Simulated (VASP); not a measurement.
# WS2 (Tungstenite) (P6_3/mmc) in VASP: notebook

One crystal, WS2 (Tungstenite), is run at these levels: LAK, vdW-DF-cx; tasks: density of states, equation of state.

Program: VASP 6.6.1. These are calculated values, not measurements. Logs are shortened: lines on timing, memory, paths and dates and some standing lists are left out, and cuts for length are marked.

**1. Starting point**

Symmetry: P6_3/mmc, No. 194, hexagonal system. The conventional cell has a = 3.180 Å, b = 3.180 Å, c = 12.500 Å, α = 90.00°, β = 90.00°, γ = 120.00°. W (site symmetry -6m2) is surrounded by 6 S at 2.41 Å. Around S (site symmetry 3m) lie 3 W at 2.41 Å.

**2. Density of states, LAK, spin-orbit coupling, no magnetisation (volume scaled by 0.96)**

Input file INCAR:

```
ALGO = Normal
EDIFF = 1E-7
ENCUT = 350
GGA_COMPAT = False
ISIF = 2
ISMEAR = -5
LASPH = True
LCHARG = False
LMAXMIX = 4
LMIXTAU = True
LORBIT = 11
LREAL = False
LSORBIT = True
LWAVE = False
MAGMOM = 0 0 0 0 0 0 0 0 0 0 0 0 0 0 0 0 0 0
METAGGA = LAK
NEDOS = 2001
NELM = 60
PREC = Accurate
SIGMA = 0.1
```

Input file KPOINTS:

```
k-points
0
Gamma
  7 7 3
```

Input file POSCAR:

```
WS2
3.137
    1.000006936085      0.000000000000      0.000000000000
   -0.500003468059      0.866031410615      0.000000000000
    0.000000000000      0.000000000000      3.930844874625
W S
2 4
Direct
    0.6666666667      0.3333333333      0.7500000000
    0.3333333333      0.6666666667      0.2500000000
    0.6666666667      0.3333333333      0.3750000000
    0.3333333333      0.6666666667      0.8750000000
    0.6666666667      0.3333333333      0.1250000000
    0.3333333333      0.6666666667      0.6250000000
```

Potentials or basis: VASP PAW PBE potentials, release 64 (W_sv, S).

On the command line:

```
> cat potpaw_PBE.64/W_sv/POTCAR potpaw_PBE.64/S/POTCAR > POTCAR
> mpirun -np 1 vasp_ncl > vasp.out
```

OUTCAR:

```text
EDIFF = 1E-7
   ENCUT = 350
   ISIF = 2
   ISMEAR = -5
   LASPH = True
   LORBIT = 11
   LREAL = False
   LSORBIT = True
   METAGGA = LAK
   NELM = 60
   PREC = Accurate

 ion  position               nearest neighbor table
   1  0.667  0.333  0.750-   4 2.38   6 2.38   4 2.38   6 2.38   4 2.38   6 2.38
   2  0.333  0.667  0.250-   3 2.38   5 2.38   3 2.38   5 2.38   3 2.38   5 2.38
   3  0.667  0.333  0.375-   2 2.38   2 2.38   2 2.38
   4  0.333  0.667  0.875-   1 2.38   1 2.38   1 2.38
   5  0.667  0.333  0.125-   2 2.38   2 2.38   2 2.38
   6  0.333  0.667  0.625-   1 2.38   1 2.38   1 2.38

  LATTYP: Found a hexagonal cell.
 ALAT       =     3.1370217585
 C/A-ratio  =     3.9308176101

  Lattice vectors:

 A1 = (   3.1370217585,   0.0000000000,   0.0000000000)
 A2 = (  -1.5685108793,   2.7167405351,   0.0000000000)
 A3 = (   0.0000000000,   0.0000000000,  12.3310603717)

Analysis of symmetry for initial positions (statically):
=====================================================================
 Subroutine PRICEL returns:
 Original cell was already a primitive cell.

 Routine SETGRP: Setting up the symmetry group for a
 hexagonal supercell.

 Subroutine GETGRP returns: Found 24 space group operations
 (whereof 12 operations were pure point group operations)
 out of a pool of 24 trial point group operations.

The static configuration has the point symmetry D_3d.
 The point group associated with its full space group is D_6h.

Analysis of symmetry for dynamics (positions and initial velocities):
=====================================================================
 Subroutine PRICEL returns:
 Original cell was already a primitive cell.

 Routine SETGRP: Setting up the symmetry group for a
 hexagonal supercell.

 Subroutine GETGRP returns: Found 24 space group operations
 (whereof 12 operations were pure point group operations)
 out of a pool of 24 trial point group operations.

The dynamic configuration has the point symmetry D_3d.
 The point group associated with its full space group is D_6h.

Analysis of structural, dynamic, and magnetic symmetry:
=====================================================================
 Subroutine PRICEL returns:
 Original cell was already a primitive cell.

 Routine SETGRP: Setting up the symmetry group for a
 hexagonal supercell.

 Subroutine GETGRP returns: Found 24 space group operations
 (whereof 12 operations were pure point group operations)
 out of a pool of 24 trial point group operations.

The overall configuration has the point symmetry D_3d.
 The point group associated with its full space group is D_6h.

 Subroutine INISYM returns: Found 24 space group operations
 (whereof 12 operations are pure point group operations),
 and found     1 'primitive' translations

----------------------------------------------------------------------------------------

                                     Primitive cell

  volume of cell :     105.0911

  direct lattice vectors                    reciprocal lattice vectors
     3.137021758  0.000000000  0.000000000     0.318773690  0.184044075  0.000000000
    -1.568510879  2.716740535  0.000000000     0.000000000  0.368088151  0.000000000
     0.000000000  0.000000000 12.331060372     0.000000000  0.000000000  0.081096027

  length of vectors
     3.137021758  3.137021759 12.331060372     0.368088151  0.368088151  0.081096027

  position of ions in fractional coordinates (direct lattice)
     0.666666667  0.333333333  0.750000000
     0.333333333  0.666666667  0.250000000
     0.666666667  0.333333333  0.375000000
[... 102 lines left out ...]
   METAGGA = LAK    functional components
   LHFCALC =     F    Hartree Fock is set to
   AEXX    =    0.0000 exact exchange contribution
   IVDW    =     0    specifies the selected vdW correction
   LEPSILON=     F    determine dielectric tensor
   LRPA    =     F    only Hartree local field effects (RPA)
 Fermi weights with tetrahedron method with Bloechl corrections
  energy-cutoff  :      350.00
  volume of cell :      105.09
 maximum number of plane-waves:      3146
 NGX is ok and might be reduce to    20
   NGX =  9   NGY =  9   NGZ = 37

 number of electron      52.0000013 magnetization      -0.0000000     -0.0000000     -0.0000000

 number of electron      52.0000013 magnetization       0.0000000     -0.0000000     -0.0000000

 number of electron      52.0000013 magnetization       0.0000000      0.0000000      0.0000000

 number of electron      52.0000013 magnetization       0.0000000      0.0000000     -0.0000000

 Free energy of the ion-electron system (eV)
  ---------------------------------------------------
  ext. energy  EPLUGINS =         0.00000000
  ---------------------------------------------------
  free energy    TOTEN  =        78.87058408 eV

  energy without entropy =       78.87058408  energy(sigma->0) =       78.87058408

 E-fermi :   7.7486     XC(G=0): -11.6958

 val. band max:        7.7452102435   @ k =   0.0000   0.0000   0.0000
 cond. band min:       8.9868154620   @ k =   0.1429   0.1429   0.0000
 fundamental gap:      1.2416052185
 Fermi energy:         7.7486057017

 k-point     1 :       0.0000    0.0000    0.0000
  band No.  band energies     occupation
      1     -69.5333      1.00000
      2     -69.5333      1.00000
      3     -69.5333      1.00000
      4     -69.5333      1.00000
      5     -38.6046      1.00000
      6     -38.6046      1.00000
[... 1029 lines left out ...]
     61      11.2647      0.00000
     62      11.2647      0.00000

------------------------ aborting loop because EDIFF is reached ----------------------------------------

  FORCE on cell =-STRESS in cart. coord.  units (eV):
  Direction    XX          YY          ZZ          XY          YZ          ZX
  --------------------------------------------------------------------------------------
  -------------------------------------------------------------------------------------
  Total        7.6975881      7.6975881      7.8000624     -0.0000000      0.0000000      0.0000000
  in kB      117.3543336    117.3543336    118.9166152     -0.0000000      0.0000000      0.0000000
  external PRESSURE =     117.8750941 kB  Pullay stress =       0.0000000 kB

 VOLUME and BASIS-vectors are now :
 -----------------------------------------------------------------------------
  energy-cutoff  :      350.00
  volume of cell :      105.09
      direct lattice vectors                 reciprocal lattice vectors
     3.137021758  0.000000000  0.000000000     0.318773690  0.184044075  0.000000000
    -1.568510879  2.716740535  0.000000000     0.000000000  0.368088151  0.000000000
     0.000000000  0.000000000 12.331060372     0.000000000  0.000000000  0.081096027

 POSITION                                       TOTAL-FORCE (eV/Angst)
 -----------------------------------------------------------------------------------
      1.56851      0.90558      9.24830         0.000000     -0.000000      0.000000
     -0.00000      1.81116      3.08277         0.000000      0.000000      0.000000
      1.56851      0.90558      4.62415        -0.000000      0.000000      0.969348
     -0.00000      1.81116     10.78968         0.000000     -0.000000      0.969348
      1.56851      0.90558      1.54138        -0.000000      0.000000     -0.969348
     -0.00000      1.81116      7.70691        -0.000000     -0.000000     -0.969348
 -----------------------------------------------------------------------------------
    total drift:                                0.000000     -0.000000      0.000000

  FREE ENERGIE OF THE ION-ELECTRON SYSTEM (eV)
  ---------------------------------------------------
  free  energy   TOTEN  =        78.8705840835 eV

  energy  without entropy=       78.8705840835  energy(sigma->0) =       78.87058408

 Spin-Orbit-Coupling matrix elements

 Ion:    1  E_soc:     -1.4055606
 l=   1
     0.0000000    -0.2086754    -0.2096259
    -0.2086754     0.0000000    -0.2086754
    -0.2096259    -0.2086754     0.0000000
 l=   2
     0.0000000    -0.0047523     0.0000000    -0.0047523    -0.0211964
    -0.0047523     0.0000000    -0.0157831    -0.0040316    -0.0047523
     0.0000000    -0.0157831     0.0000000    -0.0157831     0.0000000
    -0.0047523    -0.0040316    -0.0157831     0.0000000    -0.0047523
    -0.0211964    -0.0047523     0.0000000    -0.0047523     0.0000000
 l=   3
     0.0000000     0.0000000     0.0000000     0.0000000     0.0000000     0.0000000     0.0000000
     0.0000000     0.0000000     0.0000000     0.0000000     0.0000000     0.0000000     0.0000000
     0.0000000     0.0000000     0.0000000     0.0000000     0.0000000     0.0000000     0.0000000
     0.0000000     0.0000000     0.0000000     0.0000000     0.0000000     0.0000000     0.0000000
[... 89 lines left out ...]
 l=   2
     0.0000000     0.0000000     0.0000000     0.0000000     0.0000000
     0.0000000     0.0000000     0.0000000     0.0000000     0.0000000
     0.0000000     0.0000000     0.0000000     0.0000000     0.0000000
     0.0000000     0.0000000     0.0000000     0.0000000     0.0000000
     0.0000000     0.0000000     0.0000000     0.0000000     0.0000000
 l=   3
     0.0000000     0.0000000     0.0000000     0.0000000     0.0000000     0.0000000     0.0000000
     0.0000000     0.0000000     0.0000000     0.0000000     0.0000000     0.0000000     0.0000000
     0.0000000     0.0000000     0.0000000     0.0000000     0.0000000     0.0000000     0.0000000
     0.0000000     0.0000000     0.0000000     0.0000000     0.0000000     0.0000000     0.0000000
     0.0000000     0.0000000     0.0000000     0.0000000     0.0000000     0.0000000     0.0000000
     0.0000000     0.0000000     0.0000000     0.0000000     0.0000000     0.0000000     0.0000000
     0.0000000     0.0000000     0.0000000     0.0000000     0.0000000     0.0000000     0.0000000

 total charge

# of ion       s       p       d       tot
------------------------------------------
    1        2.315   6.366   3.343  12.024
    2        2.315   6.366   3.343  12.024
    3        1.349   2.435   0.000   3.784
    4        1.349   2.435   0.000   3.784
    5        1.349   2.435   0.000   3.784
    6        1.349   2.435   0.000   3.784
--------------------------------------------------
tot         10.025  22.471   6.687  39.183

 magnetization (x)

# of ion       s       p       d       tot
------------------------------------------
    1       -0.000   0.000   0.000  -0.000
    2       -0.000   0.000   0.000  -0.000
    3       -0.000  -0.000   0.000  -0.000
    4        0.000  -0.000   0.000  -0.000
    5        0.000  -0.000   0.000  -0.000
    6        0.000   0.000   0.000   0.000
--------------------------------------------------
tot          0.000  -0.000   0.000  -0.000

 magnetization (y)

# of ion       s       p       d       tot
------------------------------------------
    1        0.000   0.000   0.000   0.000
    2        0.000   0.000   0.000   0.000
    3        0.000   0.000   0.000   0.000
    4        0.000   0.000   0.000   0.000
    5        0.000   0.000   0.000   0.000
    6        0.000   0.000   0.000   0.000
--------------------------------------------------
tot          0.000   0.000   0.000   0.000

 magnetization (z)

# of ion       s       p       d       tot
------------------------------------------
    1        0.000   0.000   0.000   0.000
    2        0.000   0.000   0.000   0.000
    3        0.000   0.000   0.000   0.000
    4        0.000   0.000   0.000   0.000
    5        0.000   0.000   0.000   0.000
    6        0.000   0.000   0.000   0.000
--------------------------------------------------
tot          0.000   0.000   0.000   0.000
```

Run time: 16 min. Hardware: 1 thread of Intel Xeon Platinum 8488C (Sapphire Rapids), shared host; peak memory 0.41 GiB.

The run converged, but some of its settings lie outside the range that counts as converged (typed here: ENCUT = 350), so its numbers aren't taken as properties of the crystal.

What came out:

- Free energy: 78.8706 eV
- Pressure: 11.8 GPa
- Largest force: 0.969 eV/Å
- Valence electrons inside the program's atomic spheres: W 12.02; S 3.78

Caveat: the PAW data sets were made with another functional, which shifts forces and pressure a little.

**3. Equation of state, vdW-DF-cx**

Input file run.py:

```python
from ase import Atoms
from ase.calculators.vasp import Vasp
from ase.eos import EquationOfState
from ase.io import Trajectory
from ase.units import GPa

atoms = Atoms(
    ['W', 'W', 'S', 'S', 'S', 'S'],
    cell=[[3.18, 0.0, 0.0], [-1.59, 2.753960784, 0.0], [0.0, 0.0, 12.5]],
    scaled_positions=[[0.6666666667, 0.3333333333, 0.75], [0.3333333333, 0.6666666667, 0.25], [0.6666666667, 0.3333333333, 0.375], [0.3333333333, 0.6666666667, 0.875], [0.6666666667, 0.3333333333, 0.125], [0.3333333333, 0.6666666667, 0.625]],
    pbc=True,
)
calc = Vasp(
    directory='calc',
    xc='vdw-df-cx',
    pp='PBE',
    setups='minimal',
    prec='Accurate',
    encut=500,
    ediff=1e-06,
    ismear=-1,
    sigma=0.1,
    lreal=False,
    lasph=True,
    nelm=80,
    algo='Normal',
    isif=2,
    lwave=False,
    lcharg=False,
    kpts=[10, 10, 3],
    gamma=True,
)
atoms.calc = calc
cell = atoms.cell.copy()
volumes, energies = [], []
traj = Trajectory('eos.traj', 'w')
for x in [0.94, 0.96, 0.98, 1.0, 1.02, 1.04, 1.06]:
    atoms.set_cell(cell * x ** (1 / 3), scale_atoms=True)
    volumes.append(atoms.get_volume())
    energies.append(atoms.get_potential_energy())
    traj.write(atoms)
    print(f'{x:5.2f} {volumes[-1]:12.5f} {energies[-1]:14.6f}')

v0, e0, B = EquationOfState(volumes, energies, eos='sj').fit()
print(f'V0 = {v0:.4f} A^3, E0 = {e0:.6f} eV, B = {B / GPa:.2f} GPa')
```

Potentials or basis: VASP PAW PBE potentials, release 64 (W, S).

On the command line:

```
> python run.py
```

Run time: 11 min. Hardware: 1 thread of Intel Xeon Platinum 8488C (Sapphire Rapids), shared host; peak memory 0.54 GiB.

It converged, with:

```yaml
Equilibrium_volume: 18.10 Å³/atom
Bulk_modulus_at_fixed_shape_and_positions: 168 GPa
Pressure_derivative_of_the_bulk_modulus: 4.5
```

Energy against volume, from the lowest point:
| volume (Å³/atom) | energy (meV/atom) |
| --- | --- |
| 17.150 | 28.24 |
| 17.515 | 9.91 |
| 17.880 | 0.82 |
| 18.245 | 0.00 |
| 18.610 | 6.58 |
| 18.975 | 19.78 |
| 19.340 | 38.92 |

Caveat: the cell was scaled at fixed shape and fractional positions, which overstates the stiffness of a crystal with free parameters, most of all of layers and chains; the PAW data sets were made with another functional, which shifts forces and pressure a little.

**4. For comparison**

An earlier run on the cell as given: functional PBEsol; potentials or basis VASP PAW PBE potentials, release 64 (W_sv, S); cutoff 520 eV; k mesh 10 × 10 × 3; occupations fermi-dirac, width 0.05 eV; no spin polarisation.

- Pressure: -2.6 GPa
- Largest force: 0.133 eV/Å
- Band gap on the k mesh: 1.09 eV, indirect (least direct gap 2.08 eV)
